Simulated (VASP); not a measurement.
# TaC (Fm-3m) in VASP: density of states with PBEsol

Aim: the density of states of TaC with PBEsol.

All numbers are computed with VASP 6.6.1; they aren't measurements. Logs are shortened: lines on timing, memory, paths and dates and some standing lists are left out, and cuts for length are marked.

## Step 1: Starting point

It takes space group Fm-3m (No. 225, cubic). The conventional cell has a = 4.443 Å, b = 4.443 Å, c = 4.443 Å, α = 90.00°, β = 90.00°, γ = 90.00°. Around Ta (site symmetry m-3m) lie 6 C at 2.22 Å. C (site symmetry m-3m) has 6 Ta at 2.22 Å as nearest neighbours.

## Step 2: Density of states, PBEsol

File POSCAR:

```
TaC                                     
1.0
    0.0000000000      2.2216390163      2.2216390163
    2.2216390163      0.0000000000      2.2216390163
    2.2216390163      2.2216390163      0.0000000000
  Ta              C             
     1     1
Direct
     0.0000000000000000    0.0000000000000000    0.0000000000000000
     0.5000000000000000    0.5000000000000000    0.5000000000000000
```

File INCAR.step1:

```
SYSTEM = TaC
ALGO = Normal ; EDIFF = 1E-7
ENCUT = 520 ; GGA = PS
ISIF = 2 ; ISMEAR = 0
LASPH = .TRUE. ; LCHARG = .TRUE.
LMAXMIX = 4 ; LREAL = .FALSE.
LWAVE = .FALSE. ; NELM = 60
PREC = Accurate ; SIGMA = 0.1
```

File KPOINTS.step1:

```
k-points
0
G
  16 16 16
  0 0 0
```

File INCAR.step2:

```
SYSTEM = TaC
ALGO = Normal ; EDIFF = 1E-7
ENCUT = 520 ; GGA = PS
ICHARG = 11 ; ISIF = 2
ISMEAR = -5 ; LASPH = .TRUE.
LCHARG = .FALSE. ; LMAXMIX = 4
LORBIT = 10 ; LREAL = .FALSE.
LWAVE = .FALSE. ; NEDOS = 1001
NELM = 60 ; PREC = Accurate
SIGMA = 0.1
```

File KPOINTS.step2:

```
k-points
0
G
  24 24 24
  0 0 0
```

Potentials or basis: VASP PAW PBE potentials, release 64 (Ta_pv, C).

Started as:

```bash
$ cat potpaw_PBE.64/Ta_pv/POTCAR potpaw_PBE.64/C/POTCAR > POTCAR
$ cp INCAR.step1 INCAR
$ cp KPOINTS.step1 KPOINTS
$ mpirun -np 1 vasp_std > vasp.out
$ cp INCAR.step2 INCAR
$ cp KPOINTS.step2 KPOINTS
$ mpirun -np 1 vasp_std > vasp.out
```

OUTCAR:

```text
SYSTEM = TaC
   EDIFF = 1E-7
   ENCUT = 520
   GGA = PS
   ICHARG = 11
   ISIF = 2
   ISMEAR = -5
   LASPH = .TRUE.
   LORBIT = 10
   LREAL = .FALSE.
   NELM = 60
   PREC = Accurate

 ion  position               nearest neighbor table
   1  0.000  0.000  0.000-   2 2.22   2 2.22   2 2.22   2 2.22   2 2.22   2 2.22
   2  0.500  0.500  0.500-   1 2.22   1 2.22   1 2.22   1 2.22   1 2.22   1 2.22

  LATTYP: Found a face centered cubic cell.
 ALAT       =     4.4432780326

  Lattice vectors:

 A1 = (   0.0000000000,   2.2216390163,   2.2216390163)
 A2 = (   2.2216390163,   0.0000000000,   2.2216390163)
 A3 = (   2.2216390163,   2.2216390163,   0.0000000000)

Analysis of symmetry for initial positions (statically):
=====================================================================
 Subroutine PRICEL returns:
 Original cell was already a primitive cell.

 Routine SETGRP: Setting up the symmetry group for a
 face centered cubic supercell.

 Subroutine GETGRP returns: Found 48 space group operations
 (whereof 48 operations were pure point group operations)
 out of a pool of 48 trial point group operations.

The static configuration has the point symmetry O_h .

Analysis of symmetry for dynamics (positions and initial velocities):
=====================================================================
 Subroutine PRICEL returns:
 Original cell was already a primitive cell.

 Routine SETGRP: Setting up the symmetry group for a
 face centered cubic supercell.

 Subroutine GETGRP returns: Found 48 space group operations
 (whereof 48 operations were pure point group operations)
 out of a pool of 48 trial point group operations.

The dynamic configuration has the point symmetry O_h .

 Subroutine INISYM returns: Found 48 space group operations
 (whereof 48 operations are pure point group operations),
 and found     1 'primitive' translations

----------------------------------------------------------------------------------------

                                     Primitive cell

  volume of cell :      21.9306

  direct lattice vectors                    reciprocal lattice vectors
     0.000000000  2.221639016  2.221639016    -0.225059065  0.225059065  0.225059065
     2.221639016  0.000000000  2.221639016     0.225059065 -0.225059065  0.225059065
     2.221639016  2.221639016  0.000000000     0.225059065  0.225059065 -0.225059065

  length of vectors
     3.141872028  3.141872028  3.141872028     0.389813735  0.389813735  0.389813735

  position of ions in fractional coordinates (direct lattice)
     0.000000000  0.000000000  0.000000000
     0.500000000  0.500000000  0.500000000

  ion indices of the primitive-cell ions
   primitive index   ion index
                 1           1
                 2           2

----------------------------------------------------------------------------------------

 KPOINTS: k-points

Automatic generation of k-mesh.
 Grid dimensions read from file:
 generate k-points for:   24   24   24

 Generating k-lattice:

  Cartesian coordinates                     Fractional coordinates (reciprocal lattice)
    -0.009377461  0.009377461  0.009377461     0.041666667  0.000000000  0.000000000
     0.009377461 -0.009377461  0.009377461     0.000000000  0.041666667  0.000000000
     0.009377461  0.009377461 -0.009377461     0.000000000  0.000000000  0.041666667

  Length of vectors
     0.016242239  0.016242239  0.016242239

  Shift w.r.t. Gamma in fractional coordinates (k-lattice)
     0.000000000  0.000000000  0.000000000

 TETIRR: Found   1864 inequivalent tetrahedra from    82944

 Subroutine IBZKPT returns following result:
 ===========================================

 Found    413 irreducible k-points:

 Following reciprocal coordinates:
            Coordinates               Weight
  0.000000  0.000000  0.000000      1.000000
  0.041667  0.000000  0.000000      8.000000
  0.083333  0.000000  0.000000      8.000000
  0.125000  0.000000  0.000000      8.000000
  0.166667  0.000000  0.000000      8.000000
  0.208333  0.000000  0.000000      8.000000
[... 16 lines left out ...]
  0.416667  0.041667  0.000000     24.000000
  0.458333  0.041667  0.000000     24.000000
 [... further k-points ...]
   k-points           NKPTS =    413   k-points in BZ     NKDIM =    413   number of bands    NBANDS=     11
   number of dos      NEDOS =   1001   number of ions     NIONS =      2
   total plane-waves  NPLWV =  13824
   dimension x,y,z NGX =    24 NGY =   24 NGZ =   24
   dimension x,y,z NGXF=    48 NGYF=   48 NGZF=   48
   ions per type =               1   1
   NGX,Y,Z   is equivalent  to a cutoff of  12.70, 12.70, 12.70 a.u.
   NGXF,Y,Z  is equivalent  to a cutoff of  25.40, 25.40, 25.40 a.u.
 SYSTEM =  TaC
   PREC   = accura    normal or accurate (medium, high low for compatibility)
   ISTART =      0    job   : 0-new  1-cont  2-samecut
   ICHARG =     11    charge: 1-file 2-atom 10-const
   ISPIN  =      1    spin polarized calculation?
   LNONCOLLINEAR =      F non collinear calculations
   LSORBIT =      F    spin-orbit coupling
   LASPH  =      T    aspherical Exc in radial PAW
   ENCUT  =  520.0 eV  38.22 Ry    6.18 a.u.   5.84  5.84  5.84*2*pi/ulx,y,z
   NELM   =     60;   NELMIN=  2; NELMDL=  0     # of ELM steps
   EDIFF  = 0.1E-06   stopping-criterion for ELM
   LREAL  =      F    real-space projection
   EDIFFG = 0.1E-05   stopping-criterion for IOM
   NSW    =      0    number of steps for IOM
   IBRION =     -1    ionic relax: 0-MD 1-quasi-New 2-CG
   NFREE  =      0    steps in history (QN), initial steepest desc. (CG)
   ISIF   =      2    stress and relaxation
   ISYM   =      2    0-nonsym 1-usesym 2-fastsym
   POTIM  = 0.5000    time-step for ionic-motion
   TEBEG  =    0.0;   TEEND  =   0.0 temperature during run
   PSTRESS=    0.0 pullay stress
   NELECT =      15.0000    total number of electrons
   NUPDOWN=      -1.0000    fix difference up-down
   EMIN   =  10.00;   EMAX   =-10.00  energy-range for DOS
   EFERMI =   0.00;   METHOD = LEGACY
   ISMEAR =    -5;   SIGMA  =   0.10  broadening in eV -4-tet -1-fermi 0-gaus
   EFERMI_NEDOS =   21; number of points for ismear=-14 and -15
   IALGO  =     38    algorithm
   IMIX   =      4    mixing-type and parameters
     AMIX     =   0.40;   BMIX     =  1.00
     AMIX_MAG =   1.60;   BMIX_MAG =  1.00
  volume/ion in A,a.u.               =      10.97        74.00
  Fermi-wavevector in a.u.,A,eV,Ry     =   1.442409  2.725758 28.307516  2.080544
  Thomas-Fermi vector in A             =   2.560932
   LORBIT       =     10    0 simple, 1 ext, 2 COOP (PROOUT), +10 PAW based schemes
   GGA     = PS    functional components
   LHFCALC =     F    Hartree Fock is set to
   AEXX    =    0.0000 exact exchange contribution
   IVDW    =     0    specifies the selected vdW correction
   LEPSILON=     F    determine dielectric tensor
   LRPA    =     F    only Hartree local field effects (RPA)
 non-spin polarized calculation
 Fermi weights with tetrahedron method with Bloechl corrections
  energy-cutoff  :      520.00
  volume of cell :       21.93
 maximum number of plane-waves:       609

 number of electron      15.0000001 magnetization

 Free energy of the ion-electron system (eV)
  ---------------------------------------------------
  ext. energy  EPLUGINS =         0.00000000
  ---------------------------------------------------
  free energy    TOTEN  =       -23.52230142 eV

  energy without entropy =      -23.52230142  energy(sigma->0) =      -23.52230142

 E-fermi :   8.3334     XC(G=0): -13.3681

 val. band max:        8.3263175112   @ k =  -0.4167   0.4167   0.1667
 cond. band min:       8.2949043213   @ k =   0.2083   0.0000   0.0000
 fundamental gap:     -0.0314131899
 Fermi energy:         8.3333871433

 k-point     1 :       0.0000    0.0000    0.0000
  band No.  band energies     occupation
      1     -26.6522      2.00000
      2     -26.6522      2.00000
      3     -26.6522      2.00000
      4      -6.5207      2.00000
      5       6.9472      2.00000
      6       6.9472      2.00000
      7       6.9472      2.00000
      8       7.8813      2.00000
      9       7.8813      2.00000
     10       7.8813      2.00000
     11       8.9680      0.00000

 k-point     2 :       0.0417    0.0000    0.0000
  band No.  band energies     occupation
      1     -26.6657      2.00000
      2     -26.6536      2.00000
      3     -26.6536      2.00000
      4      -6.4703      2.00000
      5       6.6447      2.00000
      6       6.8712      2.00000
      7       6.8712      2.00000
      8       7.5899      2.00000
      9       7.5899      2.00000
     10       8.0765      2.33416
     11       9.4348      0.00000

 k-point     3 :       0.0833    0.0000    0.0000
  band No.  band energies     occupation
      1     -26.7052      2.00000
      2     -26.6575      2.00000
      3     -26.6575      2.00000
      4      -6.3210      2.00000
      5       6.0389      2.00000
      6       6.4559      2.00000
      7       6.4559      2.00000
      8       7.4647      2.00000
      9       7.4647      2.00000
     10       8.3805      0.14852
     11      10.2708      0.00000
[... 267 lines left out ...]
 k-point    23 :       0.4167    0.0417    0.0000
  band No.  band energies     occupation
      1     -27.3276      2.00000
      2     -26.7315      2.00000
      3     -26.7263      2.00000
      4      -2.8875      2.00000
      5       0.5149      2.00000
      6       2.9787      2.00000
      7       3.1021      2.00000
      8      10.1118      0.00000
      9      10.7573      0.00000
     10      11.1713      0.00000
     11      15.2615      0.00000

 k-point    24 :       0.4583    0.0417    0.0000
  band No.  band energies     occupation
      1     -27.3692      2.00000
      2     -26.7339      2.00000
      3     -26.7335      2.00000
      4      -2.3763      2.00000
      5      -0.0430      2.00000
      6       2.8615      2.00000
      7       2.9330      2.00000
      8      10.5744      0.00000
      9      11.0205      0.00000
     10      11.6644      0.00000
     11      14.4830      0.00000

 [... further k-points ...]

------------------------ aborting loop because EDIFF is reached ----------------------------------------

  FORCE on cell =-STRESS in cart. coord.  units (eV):
  Direction    XX          YY          ZZ          XY          YZ          ZX
  --------------------------------------------------------------------------------------
  -------------------------------------------------------------------------------------
  Total        0.0160212      0.0160212      0.0160212      0.0000000     -0.0000000      0.0000000
  in kB        1.1704591      1.1704591      1.1704591      0.0000000     -0.0000000      0.0000000
  external PRESSURE =       1.1704591 kB  Pullay stress =       0.0000000 kB

 VOLUME and BASIS-vectors are now :
 -----------------------------------------------------------------------------
  energy-cutoff  :      520.00
  volume of cell :       21.93
      direct lattice vectors                 reciprocal lattice vectors
     0.000000000  2.221639016  2.221639016    -0.225059065  0.225059065  0.225059065
     2.221639016  0.000000000  2.221639016     0.225059065 -0.225059065  0.225059065
     2.221639016  2.221639016  0.000000000     0.225059065  0.225059065 -0.225059065

 POSITION                                       TOTAL-FORCE (eV/Angst)
 -----------------------------------------------------------------------------------
      0.00000      0.00000      0.00000         0.000000      0.000000      0.000000
      2.22164      2.22164      2.22164        -0.000000     -0.000000      0.000000
 -----------------------------------------------------------------------------------
    total drift:                                0.000000     -0.000000     -0.000000

  FREE ENERGIE OF THE ION-ELECTRON SYSTEM (eV)
  ---------------------------------------------------
  free  energy   TOTEN  =       -23.5223014212 eV

  energy  without entropy=      -23.5223014212  energy(sigma->0) =      -23.52230142

 total charge

# of ion       s       p       d       tot
------------------------------------------
    1        0.304   6.280   2.413   8.997
    2        0.860   1.577   0.000   2.437
--------------------------------------------------
tot          1.164   7.857   2.413  11.434
```

Wall time 28 s (1 thread of Intel Xeon 6975P-C (Granite Rapids), shared host); peak memory 0.23 GiB.

Results:

| Item | Value |
| --- | --- |
| Valence electrons inside the program's atomic spheres | Ta 9.00; C 2.44 |

Levels at points of the mesh, in eV from the Fermi level:
```
           k point  band 5  band 6  band 7  band 8  band 9  band 10  band 11
(0.00, 0.00, 0.00)   -1.39   -1.39   -1.39   -0.45   -0.45    -0.45     0.63
(0.50, 0.00, 0.00)   -8.82   -5.53   -5.53    2.74    2.74     3.74     5.40
(0.50, 0.50, 0.00)   -4.64   -4.62   -1.75   -1.75    2.63     4.14     4.14
```

States per cell in windows of 0.5 eV (zero at the Fermi level; states under -8 eV left out):
```csv
from (eV),total,Ta1_d,C2_p,Ta1_p,Ta1_s,C2_s,C2_d
-8.0,0.18,0.04,0.03,0.00,0.02,0.00,0.00
-7.5,0.32,0.07,0.06,0.01,0.04,0.01,0.00
-7.0,0.40,0.09,0.08,0.01,0.04,0.01,0.00
-6.5,0.38,0.09,0.08,0.02,0.03,0.01,0.00
-6.0,0.29,0.07,0.06,0.02,0.02,0.01,0.00
-5.5,1.36,0.41,0.31,0.10,0.01,0.01,0.00
-5.0,1.65,0.54,0.37,0.10,0.00,0.01,0.00
-4.5,0.61,0.22,0.15,0.02,0.00,0.00,0.00
-4.0,0.37,0.13,0.09,0.01,0.00,0.00,0.00
-3.5,0.28,0.09,0.08,0.01,0.00,0.00,0.00
-3.0,0.19,0.05,0.05,0.01,0.00,0.00,0.00
-2.5,0.14,0.04,0.04,0.01,0.00,0.00,0.00
-2.0,0.17,0.05,0.05,0.01,0.00,0.00,0.00
-1.5,0.26,0.11,0.05,0.01,0.00,0.00,0.00
-1.0,0.26,0.12,0.04,0.01,0.00,0.00,0.00
-0.5,0.31,0.16,0.04,0.00,0.00,0.00,0.00
0.0,0.31,0.17,0.04,0.00,0.00,0.00,0.00
0.5,0.40,0.23,0.05,0.00,0.01,0.00,0.00
1.0,0.45,0.27,0.05,0.00,0.01,0.00,0.00
1.5,0.46,0.29,0.05,0.00,0.01,0.01,0.00
2.0,0.69,0.47,0.06,0.00,0.01,0.01,0.00
2.5,0.75,0.55,0.06,0.00,0.01,0.01,0.00
3.0,0.93,0.65,0.10,0.00,0.02,0.01,0.00
3.5,0.81,0.57,0.09,0.00,0.02,0.00,0.00
4.0,0.82,0.63,0.06,0.01,0.01,0.01,0.00
4.5,0.24,0.14,0.03,0.01,0.01,0.01,0.00
5.0,0.28,0.15,0.03,0.01,0.02,0.01,0.00
5.5,0.24,0.13,0.03,0.01,0.02,0.01,0.00
6.0,0.22,0.11,0.03,0.01,0.01,0.01,0.00
6.5,0.23,0.10,0.03,0.02,0.01,0.01,0.00
7.0,0.19,0.07,0.02,0.02,0.00,0.02,0.00
7.5,0.00,0.00,0.00,0.00,0.00,0.00,0.00
```

Caveat: the PAW data sets were made with another functional, which shifts forces and pressure a little; tetrahedron occupations give inexact forces and stress in metals. The run has no spin-orbit coupling, so splittings on Ta are missing.
